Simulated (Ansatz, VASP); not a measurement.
## Be3H2 in VASP and in Ansatz

File INCAR:

```
SYSTEM = Be3H2
PREC = Accurate
ENCUT = 600
EDIFF = 1E-6
ISMEAR = 0
SIGMA = 0.1
LREAL = .FALSE.
LASPH = .TRUE.
NELM = 100
ALGO = Normal
ISIF = 3
LWAVE = .FALSE.
LCHARG = .FALSE.
GGA = PE
IBRION = 2
NSW = 100
EDIFFG = -0.01
```

Contents of KPOINTS:

```
regular mesh
0
G
  18 18 6
  0 0 0
```

POSCAR

```
Be3H2
1.0
    2.2951934728      0.0000000000      0.0000000000
   -1.1475967364      1.9876958541      0.0000000000
    0.0000000000      0.0000000000      7.4516690041
Be H
3 2
Direct
    0.0000000000      0.0000000000      0.0000000000
    0.6666666667      0.3333333333      0.2482374361
    0.3333333333      0.6666666667      0.7517625639
    0.6666666667      0.3333333333      0.6317708017
    0.3333333333      0.6666666667      0.3682291983
```

Input for Ansatz:

```yaml
crystal:
  lattice:
    - [2.2951934728, 0.0, 0.0]
    - [-1.1475967364, 1.9876958541, 0.0]
    - [0.0, 0.0, 7.4516690041]
  atoms:
    - { symbol: Be, position: [0.0, 0.0, 0.0] }
    - { symbol: Be, position: [0.6666666667, 0.3333333333, 0.2482374361] }
    - { symbol: Be, position: [0.3333333333, 0.6666666667, 0.7517625639] }
    - { symbol: H, position: [0.6666666667, 0.3333333333, 0.6317708017] }
    - { symbol: H, position: [0.3333333333, 0.6666666667, 0.3682291983] }
basis:
  ecutwfc: 420
kpoints:
  mp_grid: { grid: [18, 18, 6] }
hamiltonian:
  xc: pbe
scf:
  occupations: { method: gaussian, width: 0.1 }
output:
  forces: true
  stress: true
  eigenvalues: true
  write_density: true
  write_potential: true
  elf: true
  volumetric_format: npy
relax:
  adjacent_minimum: "off"
  f_tol: 0.01
  max_steps: 80
  cell: { stress_tol: 0.05 }
```

Change from the starting cell: ordered vacancies on the anion sites of caesium chloride (P-3m1, No. 164).

Alike in both runs: task relaxation of cell and atoms; functional PBE; k mesh 18 × 18 × 6; occupations gaussian, width 0.1 eV; no spin polarisation.

|  | VASP | Ansatz |
| --- | --- | --- |
| version | VASP 6.6.1 | Ansatz 0.2.0 |
| potentials or method | VASP PAW PBE potentials, release 64 (Be, H) | scalar-relativistic, plane waves, PAW |
| plane-wave cutoff (eV) | 600 | 420 |
| valence electrons in the cell | 8 | 8 |

VASP gave:

```
gap on the k mesh at the Fermi level, each at its own relaxed structure (eV) : none
relaxed volume (Å³/atom)                                                     : 6.81
relaxed cell length with the largest relative difference (Å)                 : 7.456
```

Task: Estimate Ansatz's values.

Result: gap on the k mesh at the Fermi level, each at its own relaxed structure (eV): none; relaxed volume (Å³/atom): 6.76; relaxed cell length with the largest relative difference (Å): 7.414.

A gap of «none» marks a metal or a gap that the smearing closes.
